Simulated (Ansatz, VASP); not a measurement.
# One calculation of SiO2, two programs

```
Si O
1.0
     7.48880    0.00000    0.00000
     0.00000    7.48880    0.00000
     0.00000    0.00000    8.64864
Si O
12 24
Direct
  0.42870 0.42870 0.00000
  0.07130 0.92870 0.25000
  0.57130 0.57130 0.50000
  0.92870 0.07130 0.75000
  0.37420 0.15063 0.23309
  0.34937 0.87420 0.48309
  0.62580 0.84937 0.73309
  0.65063 0.12580 0.98309
  0.87420 0.34937 0.51691
  0.84937 0.62580 0.26691
  0.12580 0.65063 0.01691
  0.15063 0.37420 0.76691
  0.36983 0.35691 0.17398
  0.14309 0.86983 0.42398
  0.63017 0.64309 0.67398
  0.85691 0.13017 0.92398
  0.86983 0.14309 0.57602
  0.64309 0.63017 0.32602
  0.13017 0.85691 0.07602
  0.35691 0.36983 0.82602
  0.15190 0.12815 0.22562
  0.37185 0.65190 0.47562
  0.84810 0.87185 0.72562
  0.62815 0.34810 0.97562
  0.65190 0.37185 0.52438
  0.87185 0.84810 0.27438
  0.34810 0.62815 0.02438
  0.12815 0.15190 0.77438
  0.42560 0.05300 0.39446
  0.44700 0.92560 0.64446
  0.57440 0.94700 0.89446
  0.55300 0.07440 0.14446
  0.92560 0.44700 0.35554
  0.94700 0.57440 0.10554
  0.07440 0.55300 0.85554
  0.05300 0.42560 0.60554
```

Change from the starting cell: volume scaled by 1.01, ions relaxed.

Alike in both runs: functional PBE; k mesh 3 × 3 × 3; occupations fermi-dirac, width 0.02 eV; no spin polarisation.

Ansatz relaxed the structure, and its values are those at the end. VASP's run is a single point on that final structure, the one shown.

|  | VASP | Ansatz |
| --- | --- | --- |
| version | VASP 6.6.1 | Ansatz 0.2.0 |
| potentials or method | VASP PAW PBE potentials, release 64 (Si, O) | plane-wave PAW, scalar-relativistic |
| plane-wave cutoff (eV) | 520 | 420 |
| valence electrons in the cell | 192 | 192 |

|  | VASP | Ansatz | Ansatz less VASP |
| --- | --- | --- | --- |
| gap on the k mesh at the Fermi level (eV) | 4.33 | 4.34 | +0.019 |
| pressure (GPa) | 6.6 | 6.3 | -0.31 |
| rms of the force components (eV/Å) | 0.018 | 0.010 | -0.0079 |

Ansatz warned: «stress_scf_threshold_loose».

Caveats: an odd mesh through Γ misses points on the zone boundary, where band edges often lie.
